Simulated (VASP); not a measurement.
# GaN in VASP: notebook, part 2 of 2

VASP 6.6.1. The steps go on from the part before.

**3. Relaxation of the atoms, LDA**

INCAR reads:

```
SYSTEM = GaN
PREC = Accurate ; ENCUT = 520
EDIFF = 1E-6 ; ISMEAR = 0
SIGMA = 0.03 ; LREAL = .FALSE.
LASPH = .TRUE. ; NELM = 80
ALGO = Normal ; ISIF = 2
LWAVE = .FALSE. ; LCHARG = .FALSE.
LDIPOL = .TRUE. ; IDIPOL = 3
DIPOL = 0.5 0.5 0.500 ; GGA = CA
IBRION = 2 ; NSW = 80
EDIFFG = -0.02
```

KPOINTS reads:

```
Automatic mesh
0
G
  8 5 1
  0 0 0
```

POSCAR reads:

```
GaN
1.0
    3.1567816500      0.0000000000      0.0000000000
    0.0000000000      5.1479250000      0.0000000000
    0.0000000000      0.0000000000     26.8466994800
Ga N
10 10
Direct
    0.9999996500      0.0006710000      0.2793639500
    0.5000006900      0.5006710000      0.3133080200
    0.4999997600      0.0006710000      0.3811959600
    0.0000008000      0.5006710000      0.4151400300
    0.9999998700      0.0006710000      0.4830279600
    0.5000009100      0.5006710000      0.5169720400
    0.4999999800      0.0006710000      0.5848599700
    0.0000010200      0.5006710000      0.6188040400
    0.0000000900      0.0006710000      0.6866919800
    0.5000011300      0.5006710000      0.7206360500
    0.9999996500      0.6243290000      0.2793639500
    0.5000006900      0.1243290000      0.3133080200
    0.4999997600      0.6243290000      0.3811959600
    0.0000008000      0.1243290000      0.4151400300
    0.9999998700      0.6243290000      0.4830279600
    0.5000009100      0.1243290000      0.5169720400
    0.4999999800      0.6243290000      0.5848599700
    0.0000010200      0.1243290000      0.6188040400
    0.0000000900      0.6243290000      0.6866919800
    0.5000011300      0.1243290000      0.7206360500
```

Potentials or basis: VASP PAW LDA potentials, release 64 (Ga_d, N).

On the command line:

```sh
cat potpaw_LDA.64/Ga_d/POTCAR potpaw_LDA.64/N/POTCAR > POTCAR
mpirun -np 8 vasp_std > vasp.out
```

OUTCAR:

```text
SYSTEM = GaN
   PREC = Accurate
   ENCUT = 520
   EDIFF = 1E-6
   ISMEAR = 0
   LREAL = .FALSE.
   LASPH = .TRUE.
   NELM = 80
   ISIF = 2
   GGA = CA
   IBRION = 2
   NSW = 80
   EDIFFG = -0.02

 ion  position               nearest neighbor table
   1  1.000  0.001  0.279-  12 1.93  12 1.93  11 1.94
   2  0.500  0.501  0.313-  11 1.93  13 1.93  11 1.93  12 1.94
   3  0.500  0.001  0.381-  14 1.93  12 1.93  14 1.93  13 1.94
   4  0.000  0.501  0.415-  13 1.93  15 1.93  13 1.93  14 1.94
   5  1.000  0.001  0.483-  14 1.93  16 1.93  16 1.93  15 1.94
   6  0.500  0.501  0.517-  17 1.93  15 1.93  15 1.93  16 1.94
   7  0.500  0.001  0.585-  18 1.93  16 1.93  18 1.93  17 1.94
[... 2097 lines left out ...]

  energy without entropy =     -135.53028658  energy(sigma->0) =     -135.53028658

 E-fermi :  -0.0102     XC(G=0):  -6.7794

 val. band max:       -0.1627573307   @ k =   0.0000   0.0000   0.0000
 cond. band min:       1.5762750902   @ k =   0.0000   0.0000   0.0000
 fundamental gap:      1.7390324209
 Fermi energy:        -0.0102118953

 k-point     1 :       0.0000    0.0000    0.0000
  band No.  band energies     occupation
      1     -16.3582      2.00000
      2     -16.2451      2.00000
      3     -15.9987      2.00000
      4     -15.7212      2.00000
      5     -15.4872      2.00000
      6     -15.3680      2.00000
[... 1564 lines left out ...]
    101       6.0610      0.00000
    102       6.0611      0.00000
 [bands above 102 left out]

------------------------ aborting loop because EDIFF is reached ----------------------------------------

 vacuum level on the upper side and lower side of the slab       (xc-potential included)        -0.008        -0.008

  FORCE on cell =-STRESS in cart. coord.  units (eV):
  Direction    XX          YY          ZZ          XY          YZ          ZX
  --------------------------------------------------------------------------------------
  -------------------------------------------------------------------------------------
  Total        4.1593261      2.5020233     -0.2595327      0.0000000      0.0000000      0.0000000
  in kB       15.2744610      9.1882810     -0.9530923      0.0000000      0.0000000      0.0000000
  external PRESSURE =       7.8365499 kB  Pullay stress =       0.0000000 kB
[... 35 lines left out ...]
  FREE ENERGIE OF THE ION-ELECTRON SYSTEM (eV)
  ---------------------------------------------------
  free  energy   TOTEN  =      -135.5302865830 eV

  energy  without entropy=     -135.5302865830  energy(sigma->0) =     -135.53028658

 reached required accuracy - stopping structural energy minimisation

 vacuum level on the upper side and lower side of the slab         5.797         5.797
```

Run time: 38 min. Hardware: 8 MPI ranks of Intel Xeon Platinum 8488C (Sapphire Rapids), shared host; peak memory 0.25 GiB.

Results:

```
Free energy                  : -135.5303 eV
Energy gained by relaxing    : 51.4 meV/atom
Ionic steps                  : 26
Largest force after relaxing : 0.014 eV/Å
Band gap on the k mesh       : 1.74 eV, direct
```

Forces on the atoms (eV/Å):
```
Ga   0.000  0.001 -0.011
Ga   0.000 -0.002  0.001
Ga   0.000  0.003  0.003
Ga   0.000  0.003  0.007
Ga   0.000 -0.004  0.000
Ga   0.000 -0.004  0.000
Ga   0.000  0.003 -0.007
Ga   0.000  0.003 -0.003
Ga   0.000 -0.002 -0.001
Ga   0.000  0.001  0.011
N    0.000 -0.004  0.001
N    0.000 -0.004  0.004
N    0.000  0.000  0.009
N    0.000  0.003  0.010
N    0.000  0.005  0.013
N    0.000  0.005 -0.013
N    0.000  0.003 -0.010
N    0.000  0.000 -0.009
N    0.000 -0.004 -0.004
N    0.000 -0.004 -0.001
```

The path:
| step | energy change (eV) | largest force (eV/Å) | pressure (GPa) |
| --- | --- | --- | --- |
| 1 | 0.0000 | 2.6221 | -1.44 |
| 2 | -0.7834 | 1.2971 | -0.36 |
| 3 | -0.7883 | 1.3666 | -0.23 |
| 4 | -0.9560 | 0.4648 | 0.11 |
| 5 | -0.9598 | 0.4549 | 0.18 |
| 6 | -0.9947 | 0.3467 | 0.40 |
| 7 | -0.9947 | 0.3460 | 0.39 |
| 8 | -1.0101 | 0.1880 | 0.44 |
| 9 | -1.0109 | 0.2328 | 0.45 |
| 10 | -1.0171 | 0.1512 | 0.50 |
| 11 | -1.0173 | 0.1656 | 0.52 |
| 12 | -1.0224 | 0.1095 | 0.52 |
| 13 | -1.0226 | 0.1253 | 0.52 |
| 14 | -1.0261 | 0.0466 | 0.57 |
| 15 | -1.0263 | 0.0719 | 0.59 |
| 16 | -1.0270 | 0.0896 | 0.61 |
| 17 | -1.0271 | 0.0526 | 0.60 |
| 18 | -1.0275 | 0.0288 | 0.65 |
| 19 | -1.0275 | 0.0321 | 0.66 |
| 20 | -1.0280 | 0.0284 | 0.69 |
| 21 | -1.0281 | 0.0259 | 0.71 |
| 22 | -1.0282 | 0.0472 | 0.74 |
| 23 | -1.0282 | 0.0369 | 0.73 |
| 24 | -1.0285 | 0.0248 | 0.76 |
| 25 | -1.0285 | 0.0206 | 0.78 |
| 26 | -1.0286 | 0.0140 | 0.78 |

Final structure:
```xyz
20
Lattice="3.1568 0.0000 0.0000 0.0000 5.1479 0.0000 0.0000 0.0000 26.8467" Properties=species:S:1:pos:R:3 pbc="T T T"
Ga    3.1568    5.0127    7.7664
Ga    1.5784    2.6111    8.3131
Ga    1.5784    5.1429   10.2732
Ga    0.0000    2.5977   11.1245
Ga    3.1568    0.0119   12.9783
Ga    1.5784    2.5858   13.8684
Ga    1.5784    0.0238   15.7222
Ga    0.0000    2.5689   16.5735
Ga    0.0000    0.0371   18.5336
Ga    1.5784    2.4387   19.0803
N     3.1568    3.2312    7.5271
N     1.5784    0.6812    8.3933
N     1.5784    3.2175   10.2281
N     0.0000    0.6540   11.1434
N     3.1568    3.2229   12.9663
N     1.5784    0.6489   13.8804
N     1.5784    3.2280   15.7033
N     0.0000    0.6436   16.6185
N     0.0000    3.2552   18.4534
N     1.5784    0.6573   19.3196
```

LDA gaps usually lie below the measured ones, often by a third to a half.

**4. Single point, LDA**

INCAR reads:

```
  PREC = Accurate
  ENCUT = 520
  EDIFF = 1E-6
  ISMEAR = 0
  SIGMA = 0.03
  LREAL = F
  LASPH = T
  NELM = 80
  ALGO = Normal
  ISIF = 2
  LWAVE = F
  LCHARG = F
  LDIPOL = T
  IDIPOL = 3
  DIPOL = 0.5 0.5 0.500
  GGA = CA
  LVHAR = T
  LVACPOTAV = T
  ICORELEVEL = 1
```

KPOINTS reads:

```
Automatic mesh
0
Gamma
  8 5 1
```

POSCAR reads:

```
GaN                                     
1.0
    3.1567816500      0.0000000000      0.0000000000
    0.0000000000      5.1479250000      0.0000000000
    0.0000000000      0.0000000000     26.8466994800
  Ga              N             
    10    10
Direct
     0.9999996499999995    0.9737257686446716    0.2892866550250866
     0.5000006900000002    0.5072113610538801    0.3096524293881385
     0.4999997600000015    0.9990181373334162    0.3826628065742911
     0.0000008000000022    0.5046187254731895    0.4143707858983903
     0.9999998700000035    0.0023078425261297    0.4834206750622969
     0.5000009099999971    0.5023078425261296    0.5165793249377033
     0.4999999799999983    0.0046187254731894    0.5856292141016095
     0.0000010199999991    0.4990181373334164    0.6173371934257089
     0.0000000900000003    0.0072113610538801    0.6903475706118616
     0.5000011300000011    0.4737257686446721    0.7107133449749132
     0.9999996499999995    0.6276740173178686    0.2803734063576221
     0.5000006900000002    0.1323266570537935    0.3126368403162512
     0.4999997600000015    0.6250127069633172    0.3809834813851921
     0.0000008000000022    0.1270476574210901    0.4150756204084707
     0.9999998700000035    0.6260571262126434    0.4829752626397932
     0.5000009099999971    0.1260571262126433    0.5170247373602065
     0.4999999799999983    0.6270476574210901    0.5849243795915294
     0.0000010199999991    0.1250127069633171    0.6190165186148080
     0.0000000900000003    0.6323266570537932    0.6873631596837486
     0.5000011300000011    0.1276740173178687    0.7196265936423775
```

On the command line:

```sh
cat potpaw_LDA.64/Ga_d/POTCAR potpaw_LDA.64/N/POTCAR > POTCAR
mpirun -np 8 vasp_std > vasp.out
```

Run time: 4.8 min. Hardware: 8 MPI ranks of Intel Xeon Platinum 8488C (Sapphire Rapids), shared host; peak memory 0.24 GiB.

The run converged. Its results:

| Property | Result |
| --- | --- |
| Free energy | -135.5303 eV |
| Largest force | 0.012 eV/Å |
| Band gap on the k mesh | 1.74 eV, direct |
| Ionisation potential of the upper face | 5.97 eV |

Forces in eV/Å, atoms in the order of the input:
```
Ga   0.000  0.002 -0.011
Ga   0.000 -0.005  0.005
Ga   0.000  0.003  0.005
Ga   0.000  0.004  0.010
Ga   0.000 -0.003 -0.001
Ga   0.000 -0.003  0.001
Ga   0.000  0.004 -0.010
Ga   0.000  0.003 -0.005
Ga   0.000 -0.005 -0.005
Ga   0.000  0.002  0.011
N    0.000 -0.003 -0.001
N    0.000 -0.003  0.003
N    0.000  0.000  0.007
N    0.000  0.002  0.010
N    0.000  0.003  0.012
N    0.000  0.003 -0.012
N    0.000  0.002 -0.010
N    0.000  0.000 -0.007
N    0.000 -0.003 -0.003
N    0.000 -0.003  0.001
```

Levels at points of the mesh, in eV from the valence-band top:
```tsv
k point	band 87	band 88	band 89	band 90	band 91	band 92	band 93	band 94
(0.00, 0.00, 0.00)	-0.14	-0.09	-0.08	0.00	1.74	2.23	3.36	4.28
(0.50, 0.00, 0.00)	-1.26	-1.26	-0.49	-0.49	3.36	3.36	5.34	5.34
```

Core levels (eV, on the scale of the bands):
```csv
atom,levels
1 Ga,"1s -10172.1, 2s -1251.2, 2p -1090.7, 3s -141.5, 3p -93.0"
2 Ga,"1s -10171.0, 2s -1250.1, 2p -1089.6, 3s -140.5, 3p -92.0"
3 Ga,"1s -10171.8, 2s -1250.9, 2p -1090.4, 3s -141.2, 3p -92.7"
4 Ga,"1s -10171.4, 2s -1250.5, 2p -1090.0, 3s -140.9, 3p -92.4"
5 Ga,"1s -10171.6, 2s -1250.7, 2p -1090.2, 3s -141.1, 3p -92.5"
6 Ga,"1s -10171.6, 2s -1250.7, 2p -1090.2, 3s -141.1, 3p -92.5"
```
